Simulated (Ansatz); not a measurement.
# ReS2 monolayer (2H): from the cell to its phonons, part 3 of 3

How does ReS2 monolayer (2H) vibrate, and is this structure a minimum?

Ansatz 0.2.0; DFT PBE, scalar-relativistic, plane waves, PAW.

So far. Step 3 (Relaxing to small forces for the phonons): The largest force component left is 0.028 meV/Å, within the tolerances set. Step 4 (Modes at Γ): Before it was imposed, the acoustic sum rule was missed by 5.7e-5 eV/Å². Small misses are needed for a sound result but don't prove that mesh and cutoff are converged. The lowest optical mode is real, 276 cm⁻¹.

### Step 5. Phonons on a q mesh (continued)

Interpolated from a 6×6×1 q mesh. Phonon branches along the path, in cm⁻¹:

```csv
point,branch 1,branch 2,branch 3,branch 4,branch 5,branch 6,branch 7,branch 8,branch 9
Γ,0,0,0,276,276,321,321,366,387
halfway,14,54,80,282,288,316,318,322,371
M,-128,50,99,285,287,307,309,333,363
halfway,-128,39,101,278,288,308,313,329,351
K,-107,-49,105,275,289,310,318,324,347
halfway,-63,65,88,275,296,310,314,320,362
Γ,0,0,0,276,276,321,321,366,387
```

The phonon branches as a text plot (rows in cm⁻¹):

```
    376 |*************                                ***********
    355 | ****        ********************************     *****
    333 |   ******    ***********************         *******
    312 |********************************************************
    290 |     ***********************************************
    269 |*****                    ***********************  ******
    247 |
    226 |
    204 |
    182 |
    161 |
    139 |
    118 |
     96 |               **************************  **
     75 |       ********                          *********
     53 |     **  **    ***********            ***    ***  **
     32 |   ******  ****           **        **          **  ***
     10 |*****    **                                       **   *
    -11 | ********                   *                     *****
    -33 |             **              **   **         *****
    -54 |                               ***         **
    -76 |
    -97 |               **               **    *****
   -119 |                 ***************  ****
         Γ                   M           K                      Γ
```

Tetrahedra on a 24×24×1 mesh, mean over bins of 5 cm-1. Interpolated from a 6×6×1 q mesh. Phonon density of states against wavenumber; read off at these points:

```csv
wavenumber (cm⁻¹),phonon density of states (1/cm⁻¹/cell)
-132,0
-118,0.0153
-102,0.00702
-92,0.00598
-78,0.00459
-62,0.00411
-48,0.00499
-32,0.00702
-22,0.0093
-8,0.00495
8,0.00529
22,0.00713
38,0.0119
52,0.0253
62,0.0206
78,0.0256
92,0.0197
108,4.7e-4
122,0
132,0
148,0
162,0
178,0
192,0
202,0
218,0
232,0
248,0
262,0
278,0.125
288,0.0841
302,0.0214
312,0.128
318,0.0933
322,0.140
332,0.0222
348,0.0364
358,0.0345
362,0.0476
372,0.0154
388,0.00369
```

The partial phonon density of states has structure finer than the step of the table below, so its rows give means over 10 cm⁻¹, whole bins alone (the curve runs from -138 to 409 cm⁻¹). Peaks (cm⁻¹: height): Re -114.4: 0.0146, -90.3: 0.00855, -25.0: 0.0101, 50.8: 0.0266, 81.7: 0.0243, 98.9: 0.0254, 315.8: 0.0182; S 277.9: 0.0821, 312.3: 0.0998, 360.5: 0.0362.

Phonopy on the run's constants, 19x19x1 mesh, Gaussian sigma 3.9 cm-1. Interpolated from a 6×6×1 q mesh. The partial phonon density of states by wavenumber; means over each step; values in 1/cm⁻¹/cell:

```csv
wavenumber (cm⁻¹),Re,S
-130,0.00649,0.00105
-120,0.0126,0.00242
-110,0.0123,0.00280
-100,0.00501,0.00114
-90,0.00650,0.00149
-80,0.00216,6.1e-4
-70,0.00305,8.8e-4
-60,0.00397,9.7e-4
-50,0.00525,0.00133
-40,0.00365,9.2e-4
-30,0.00743,0.00193
-20,0.00923,0.00294
-10,0.00480,0.00163
0,0.00224,7.8e-4
10,0.00280,9.4e-4
20,0.00704,0.00200
30,0.00824,0.00220
40,0.0134,0.00364
50,0.0235,0.00593
60,0.0160,0.00392
70,0.0174,0.00385
80,0.0239,0.00480
90,0.0213,0.00378
100,0.0212,0.00322
110,0.00418,6.0e-4
120,3.6e-5,6.2e-6
130,0,0
140,0,0
150,0,0
160,0,0
170,0,0
180,0,0
190,0,0
200,0,0
210,0,0
220,0,0
230,0,0
240,0,0
250,0,6.0e-7
260,1.2e-4,7.7e-4
270,0.00347,0.0279
280,0.00682,0.0749
290,0.00192,0.0659
300,0.00130,0.0446
310,0.0119,0.0922
320,0.0164,0.0902
330,0.00580,0.0404
340,0.00161,0.0113
350,0.00275,0.0269
360,0.00245,0.0337
370,0.00106,0.0213
380,2.2e-4,0.0109
390,2.5e-5,0.00297
400,0,4.4e-5
```

Symmetry leaves 7 wavevectors to solve. The lowest mode among them, the acoustic zeros apart, lies at q = (0, -0.5, 0) and is imaginary, 127.5i cm⁻¹, so the energy falls along it.

### Step 6. Isotope substitution

An isotope changes the mass and not the force constants, so no new electronic calculation is needed; the shifts show which modes move this element.

The same force constants with the mass of S changed from 32.060 to 33.968 u (phonopy, no LO-TO term). Both lists are sorted by frequency; levels can cross, so a row need not hold one and the same mode. Modes under 3 cm⁻¹ are left out. Isotope shifts, by row:

```csv
q,rank,natural mass (cm⁻¹),changed mass (cm⁻¹)
0 0 0,4,276,268.1
0 0 0,5,276,268.1
0 0 0,6,320.7,313.9
0 0 0,7,320.7,313.9
0 0 0,8,366.3,358.6
0 0 0,9,387.1,376
0 0.1667 0,1,-15.88,-15.76
0 0.1667 0,2,28.53,28.3
0 0.1667 0,3,66.67,66.26
0 0.1667 0,4,281.9,273.9
0 0.1667 0,5,282.1,274.6
0 0.1667 0,6,319.6,312.8
0 0.1667 0,7,323.7,316.2
0 0.1667 0,8,339.1,331.5
0 0.1667 0,9,377.9,367.4
0 0.3333 0,1,29.22,29.11
0 0.3333 0,2,32.43,32.2
0 0.3333 0,3,75.25,74.83
0 0.3333 0,4,280.1,273.5
0 0.3333 0,5,290,281.8
0 0.3333 0,6,307,298.4
0 0.3333 0,7,312.1,305.4
0 0.3333 0,8,322.8,314.3
0 0.3333 0,9,365.5,355.6
0 -0.5 0,1,-127.5,-127.1
0 -0.5 0,2,50.33,49.99
0 -0.5 0,3,99.35,98.95
0 -0.5 0,4,284.8,277.6
0 -0.5 0,5,287.3,279.1
0 -0.5 0,6,306.7,298.2
0 -0.5 0,7,309.2,302.4
0 -0.5 0,8,333.1,324.3
0 -0.5 0,9,362.6,352.7
```

A mode of this element alone would shift by -2.85 %. The highest zone-centre frequency without the field goes from 387.1 to 376.0 cm⁻¹ (-2.8 %). The product of the frequency ratios over all optical modes at Γ is 0.860; the product rule, (m/m′)^(3k/2) (M′/M)^(3/2) with k = 2 such atoms and M the mass of the cell, gives 0.860.

### Step 7. Results

| Quantity | Value |
| --- | --- |
| space group after relaxation (within 0.01 Å) | P-6m2 |
| area per atom | 3.17 Å² |
| electronic character | no gap on this mesh |
| highest optical mode at the zone centre (no LO-TO term) | 387 cm⁻¹ |
| lowest optical zone-centre mode | 276 cm⁻¹ |
| lowest mode on the q mesh (acoustic modes at Γ apart) | -127 cm⁻¹ |
| highest frequency on the path or at a solved wavevector | 387 cm⁻¹ |
| imaginary modes on the 6×6×1 q mesh | yes |

In words: Modes are clearly imaginary (beyond 10i cm⁻¹) at 5 of the 7 irreducible wavevectors, most at q = (0, -0.5, 0) (127.5i cm⁻¹), so this structure is not a minimum of the energy. The optical modes at Γ span 276 to 387 cm⁻¹. The highest mode in this list at Γ, 387.1 cm⁻¹, is mostly motion of S (100 % of the kinetic energy). With no gap, or one that is small against the smearing, the frequencies hang on the k mesh and the smearing, most of all near Kohn anomalies. The phonon runs are without spin polarisation, although the cell has an odd electron count. In a sheet or slab the interpolated bending branch near Γ is rough, since the rotational sum rule isn't imposed. Spin-orbit coupling is left out, which can matter for the heavy elements here. A phonon run warned that its eigensolver left some bands unconverged in a pass. The starting cell was built on a prototype and not taken from a measurement. These are harmonic frequencies at zero temperature: anharmonic shifts, linewidths and thermal expansion are left out.

[Logs are printed without paths, hosts, clocks, repeated set-up lines and the standing remarks that a program may print on its own settings, such as how far it seeks lower states.]

[Hosts, paths, dates, database ids (printed as entryN), source tags and the programs' standing remarks are cut or masked in the printed files.]
